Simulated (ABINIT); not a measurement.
Runs of ABINIT 10.8.3 (patched build) on Co. Symmetry: P6_3/mmc, No. 194, hexagonal system. The conventional cell has a = 2.472 Å, b = 2.472 Å, c = 4.021 Å, α = 90.00°, β = 90.00°, γ = 120.00°. Co (site symmetry -6m2) is surrounded by 12 Co at 2.47 Å. 

```csv
level,potentials or basis,k mesh,cutoff (eV),fine-grid cutoff,mesh quality,gap on the mesh (eV),pressure (GPa),moment (μB)
LDA,JTH PAW LDA v2.0,7 × 7 × 4,544,1088.46 eV,coarse,none,-,3.05
PBEsol,JTH PAW PBE v2.0,5 × 5 × 3,707,1306.15 eV,coarse,none,-2.7,(a)
PBEsol,JTH PAW PBE v2.0,7 × 7 × 4,707,1306.15 eV,coarse,none,(c),3.11
PBEsol,JTH PAW PBE v2.0,10 × 10 × 6,707,1306.15 eV,not flagged,none,-4.0,3.29
PBE,JTH PAW PBE v2.0,10 × 10 × 6,707,1306.15 eV,not flagged,none,5.8,(b)
```

Alike in all rows: task single point; spin collinear, ferromagnetic start; cell as given; smearing fermi-dirac 0.05 eV.

Question: Fill in the values left out.

Answer: (a) 3.48; (b) 3.30; (c) -5.5.

Caveats: some runs use coarse meshes; the PAW data sets were made with another functional, which shifts forces and pressure a little (some runs).

A k mesh can miss the band edges.

A gap of «none» marks a metal or a gap under the smearing width.

Not every run made on this cell is shown here.
